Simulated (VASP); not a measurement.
# LaH3 (Fm-3m) in VASP: a series of runs

Runs on LaH3. Level: LDA. Tasks: single point.

Program: VASP 6.6.1. These are calculated values, not measurements. Logs are shortened: lines on timing, memory, paths and dates and some standing lists are left out, and cuts for length are marked.

## Step 1: Starting point

Symmetry: Fm-3m, No. 225, cubic system. Conventional cell: a = 5.573 Å, b = 5.573 Å, c = 5.573 Å, α = 90.00°, β = 90.00°, γ = 90.00°. Around La (site symmetry m-3m) lie 8 H at 2.41 Å. H (site symmetry -43m) is surrounded by 4 La at 2.41 Å and 4 H at 2.41 Å. H (site symmetry m-3m) has 8 H at 2.41 Å as nearest neighbours.

The cell comes from a database or a generator and needn't be the stable form of this composition.

## Step 2: Single point, LDA

File INCAR:

```
PREC = Accurate
ENCUT = 450
EDIFF = 1E-6
ISMEAR = 0
SIGMA = 0.05
LREAL = Auto
LASPH = T
NELM = 100
ALGO = Normal
ISIF = 2
LWAVE = F
LCHARG = F
GGA = CA
NBANDS = 15
ADDGRID = F
```

File KPOINTS:

```
regular mesh
0
Gamma
  4 4 4
```

File POSCAR:

```
LaH3
1.0
    0.0000000000      2.7864794500      2.7864794500
    2.7864794500      0.0000000000      2.7864794500
    2.7864794500      2.7864794500      0.0000000000
La H
1 3
Direct
    0.0010720000     -0.0024160000     -0.0049440000
    0.2532360000      0.2274950000      0.2357170000
    0.7573300000      0.7385030000      0.7643790000
    0.4948670000      0.5128930000      0.4979460000
```

Potentials or basis: VASP PAW LDA potentials, release 64 (La, H).

Command:

```sh
> cat potpaw_LDA.64/La/POTCAR potpaw_LDA.64/H/POTCAR > POTCAR
> mpirun -np 1 vasp_std > vasp.out
```

OUTCAR:

```text
PREC = Accurate
   ENCUT = 450
   EDIFF = 1E-6
   ISMEAR = 0
   LREAL = Auto
   LASPH = T
   NELM = 100
   ISIF = 2
   GGA = CA

 Found     36 irreducible k-points:

 Following reciprocal coordinates:
            Coordinates               Weight
  0.000000  0.000000  0.000000      1.000000
  0.250000  0.000000  0.000000      2.000000
  0.000000  0.250000  0.000000      2.000000
  0.000000  0.000000  0.250000      2.000000
  0.250000  0.250000  0.250000      2.000000
  0.500000  0.000000  0.000000      1.000000
   k-points           NKPTS =     36   k-points in BZ     NKDIM =     36   number of bands    NBANDS=     15
   number of dos      NEDOS =    301   number of ions     NIONS =      4
   total plane-waves  NPLWV =  21952
   dimension x,y,z NGX =    28 NGY =   28 NGZ =   28
   dimension x,y,z NGXF=    56 NGYF=   56 NGZF=   56
   ions per type =               1   3
   NGX,Y,Z   is equivalent  to a cutoff of  11.81, 11.81, 11.81 a.u.
   NGXF,Y,Z  is equivalent  to a cutoff of  23.62, 23.62, 23.62 a.u.
 SYSTEM =  unknown system
   PREC   = accura    normal or accurate (medium, high low for compatibility)
   ISTART =      0    job   : 0-new  1-cont  2-samecut
   ICHARG =      2    charge: 1-file 2-atom 10-const
   ISPIN  =      1    spin polarized calculation?
   LNONCOLLINEAR =      F non collinear calculations
   LSORBIT =      F    spin-orbit coupling
   LASPH  =      T    aspherical Exc in radial PAW
   ENCUT  =  450.0 eV  33.07 Ry    5.75 a.u.   6.82  6.82  6.82*2*pi/ulx,y,z
   NELM   =    100;   NELMIN=  2; NELMDL= -5     # of ELM steps
   EDIFF  = 0.1E-05   stopping-criterion for ELM
   LREAL  =      T    real-space projection
   EDIFFG = 0.1E-04   stopping-criterion for IOM
   NSW    =      0    number of steps for IOM
   IBRION =     -1    ionic relax: 0-MD 1-quasi-New 2-CG
   NFREE  =      0    steps in history (QN), initial steepest desc. (CG)
   ISIF   =      2    stress and relaxation
   ISYM   =      2    0-nonsym 1-usesym 2-fastsym
   POTIM  = 0.5000    time-step for ionic-motion
   TEBEG  =    0.0;   TEEND  =   0.0 temperature during run
   PSTRESS=    0.0 pullay stress
   NELECT =      14.0000    total number of electrons
   NUPDOWN=      -1.0000    fix difference up-down
   EMIN   =  10.00;   EMAX   =-10.00  energy-range for DOS
   EFERMI =   0.00;   METHOD = LEGACY
   ISMEAR =     0;   SIGMA  =   0.05  broadening in eV -4-tet -1-fermi 0-gaus
   EFERMI_NEDOS =   21; number of points for ismear=-14 and -15
   IALGO  =     38    algorithm
   IMIX   =      4    mixing-type and parameters
     AMIX     =   0.40;   BMIX     =  1.00
     AMIX_MAG =   1.60;   BMIX_MAG =  1.00
  volume/ion in A,a.u.               =      10.82        73.00
  Fermi-wavevector in a.u.,A,eV,Ry     =   1.123876  2.123817 17.185477  1.263097
  Thomas-Fermi vector in A             =   2.260545
   LORBIT       =      0    0 simple, 1 ext, 2 COOP (PROOUT), +10 PAW based schemes
   GGA     = CA    functional components
   LHFCALC =     F    Hartree Fock is set to
   AEXX    =    0.0000 exact exchange contribution
   IVDW    =     0    specifies the selected vdW correction
   LEPSILON=     F    determine dielectric tensor
   LRPA    =     F    only Hartree local field effects (RPA)
 non-spin polarized calculation
 Gauss-broadening in eV      SIGMA  =   0.05
  energy-cutoff  :      450.00
  volume of cell :       43.27
 maximum number of plane-waves:       960
   NGX = 13   NGY = 13   NGZ = 13

 number of electron      14.0000000 magnetization

 Free energy of the ion-electron system (eV)
  ---------------------------------------------------
  ext. energy  EPLUGINS =         0.00000000
  ---------------------------------------------------
  free energy    TOTEN  =       -18.50563388 eV

  energy without entropy =      -18.50404159  energy(sigma->0) =      -18.50483773

 E-fermi :   7.6053     XC(G=0): -10.2921

 val. band max:        6.3890385096   @ k =   0.2500   0.2500   0.2500
 cond. band min:       7.6282691876   @ k =   0.0000   0.0000   0.0000
 fundamental gap:      1.2392306781
 Fermi energy:         7.6053159430

 k-point     1 :       0.0000    0.0000    0.0000
  band No.  band energies     occupation
      1     -25.6403      2.00000
      2      -8.9266      2.00000
      3      -8.9251      2.00000
      4      -8.9206      2.00000
      5      -0.4567      2.00000
      6       4.6658      2.00000
      7       7.6283      0.51620
      8       7.8327      0.00000
      9       7.8437      0.00000
     10       8.3384      0.00000
     11       8.7072      0.00000
     12       8.7102      0.00000
     13       8.7153      0.00000
     14       9.2865      0.00000
     15       9.2983      0.00000

 k-point     2 :       0.2500    0.0000    0.0000
  band No.  band energies     occupation
      1     -25.5757      2.00000
      2      -9.5681      2.00000
      3      -8.9914      2.00000
      4      -8.9882      2.00000
      5       0.8004      2.00000
      6       3.5118      2.00000
      7       6.2553      2.00000
      8       7.9530      0.00000
      9       7.9714      0.00000
     10       8.6842      0.00000
     11       8.6918      0.00000
     12       9.0280      0.00000
     13       9.2482      0.00000
     14       9.2538      0.00000
     15       9.3011      0.00000

 k-point     3 :       0.0000    0.2500    0.0000
  band No.  band energies     occupation
      1     -25.5758      2.00000
      2      -9.5659      2.00000
      3      -8.9910      2.00000
      4      -8.9874      2.00000
      5       0.7852      2.00000
      6       3.5300      2.00000
      7       6.2337      2.00000
      8       7.9480      0.00000
      9       7.9690      0.00000
     10       8.6877      0.00000
     11       8.6942      0.00000
     12       9.0303      0.00000
     13       9.2465      0.00000
     14       9.2528      0.00000
     15       9.3018      0.00000

 k-point     4 :       0.0000    0.0000    0.2500
  band No.  band energies     occupation
      1     -25.5762      2.00000
      2      -9.5601      2.00000
      3      -8.9900      2.00000
      4      -8.9868      2.00000
      5       0.7559      2.00000
      6       3.5636      2.00000
      7       6.1854      2.00000
      8       7.9411      0.00000
      9       7.9582      0.00000
     10       8.6909      0.00000
     11       8.6961      0.00000
     12       9.0405      0.00000
     13       9.2436      0.00000
     14       9.2488      0.00000
     15       9.3047      0.00000

 k-point     5 :       0.2500    0.2500    0.2500
  band No.  band energies     occupation
      1     -25.5746      2.00000
      2      -9.5847      2.00000
      3      -8.9923      2.00000
      4      -8.9913      2.00000
      5       0.8898      2.00000
      6       3.4116      2.00000
      7       6.3890      2.00000
      8       7.9869      0.00000
      9       7.9951      0.00000
     10       8.6789      0.00000
     11       8.6821      0.00000
     12       8.9886      0.00000
     13       9.2620      0.00000
     14       9.2639      0.00000
     15       9.2916      0.00000

 k-point     6 :       0.5000    0.0000    0.0000
  band No.  band energies     occupation
      1     -25.5096      2.00000
      2     -10.1168      2.00000
      3      -9.0548      2.00000
      4      -9.0530      2.00000
      5       1.5542      2.00000
      6       3.6045      2.00000
      7       5.4768      2.00000
      8       7.6384      0.34884
      9       7.6816      0.03095
     10       8.7826      0.00000
     11       8.7861      0.00000
     12       9.1836      0.00000
     13       9.1879      0.00000
     14       9.1935      0.00000
     15       9.3084      0.00000

 [... further k-points ...]

------------------------ aborting loop because EDIFF is reached ----------------------------------------

  FORCE on cell =-STRESS in cart. coord.  units (eV):
  Direction    XX          YY          ZZ          XY          YZ          ZX
  --------------------------------------------------------------------------------------
  -------------------------------------------------------------------------------------
  Total       -1.2141748     -1.2232618     -1.2459901      0.1208895      0.1642783      0.1580730
  in kB      -44.9566835    -45.2931434    -46.1346941      4.4761199      6.0826547      5.8528965
  external PRESSURE =     -45.4615070 kB  Pullay stress =       0.0000000 kB

 VOLUME and BASIS-vectors are now :
 -----------------------------------------------------------------------------
  energy-cutoff  :      450.00
  volume of cell :       43.27
      direct lattice vectors                 reciprocal lattice vectors
     0.000000000  2.786479450  2.786479450    -0.179437892  0.179437892  0.179437892
     2.786479450  0.000000000  2.786479450     0.179437892 -0.179437892  0.179437892
     2.786479450  2.786479450  0.000000000     0.179437892  0.179437892 -0.179437892

 POSITION                                       TOTAL-FORCE (eV/Angst)
 -----------------------------------------------------------------------------------
      5.55245      2.77569      2.78273        -0.150344      0.067278     -0.125531
      1.29073      1.36246      1.33955         0.278647      0.089269      0.169949
      4.18775      4.24021      4.16811        -0.058858     -0.206551      0.012148
      2.81668      2.76645      2.80810        -0.069445      0.050003     -0.056565
 -----------------------------------------------------------------------------------
    total drift:                                0.000179      0.000126     -0.000418

  FREE ENERGIE OF THE ION-ELECTRON SYSTEM (eV)
  ---------------------------------------------------
  free  energy   TOTEN  =       -18.5056338758 eV

  energy  without entropy=      -18.5040415890  energy(sigma->0) =      -18.50483773
```

Wall time 36 s (1 thread of Intel Xeon Platinum 8488C (Sapphire Rapids), shared host); peak memory 0.15 GiB.

These settings aren't checked as converged: the numbers below hold their error.

What came out:

```yaml
Free_energy: -18.5056 eV
Pressure: -4.5 GPa
Largest_force: 0.338 eV/Å
Band_gap_on_the_k_mesh: none (metal or under the smearing width)
```

Caveat: the k mesh is coarse (spacing up to 0.49 Å⁻¹), so the values aren't converged.

(Continued in part 2 of 2.)
